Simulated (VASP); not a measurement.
CuCl, 2 atoms in the cell. The structure is cubic, space group F-43m (No. 216). The conventional cell has a = 5.420 Å, b = 5.420 Å, c = 5.420 Å, α = 90.00°, β = 90.00°, γ = 90.00°. Cu (site symmetry -43m) is surrounded by 4 Cl at 2.35 Å. Cl (site symmetry -43m) has 4 Cu at 2.35 Å as nearest neighbours. 

* Program: VASP 6.6.1
* Task: relaxation of cell and atoms
* Functional: PBE
* Potentials or basis: VASP PAW PBE potentials, release 64 (Cu, Cl)
* Cutoff: 600 eV
* k mesh: 12 × 12 × 12
* Occupations: gaussian, width 0.02 eV
* Spin: no spin polarisation
* Dipole correction: no
* Further INCAR settings: ALGO = Normal; EDIFF = 1e-07; IBRION = 2; EDIFFG = -0.02; NSW = 70; ISIF = 3

Potentials or basis: VASP PAW PBE potentials, release 64 (Cu, Cl).

The run is started by

```sh
$ cat potpaw_PBE.64/Cu/POTCAR potpaw_PBE.64/Cl/POTCAR > POTCAR
$ mpirun -np 1 vasp_std > vasp.out
```

Hardware: 1 thread of Intel(R) Xeon(R) 6975P-C (Granite Rapids) (shared host).

**Question.** How long does it take, and how much memory?

**Answer.** Wall time 25 s on 1 thread of Intel(R) Xeon(R) 6975P-C (Granite Rapids) (shared host), peak memory 0.21 GiB. Counts: scf iterations 24, k points 72, ion steps 2.
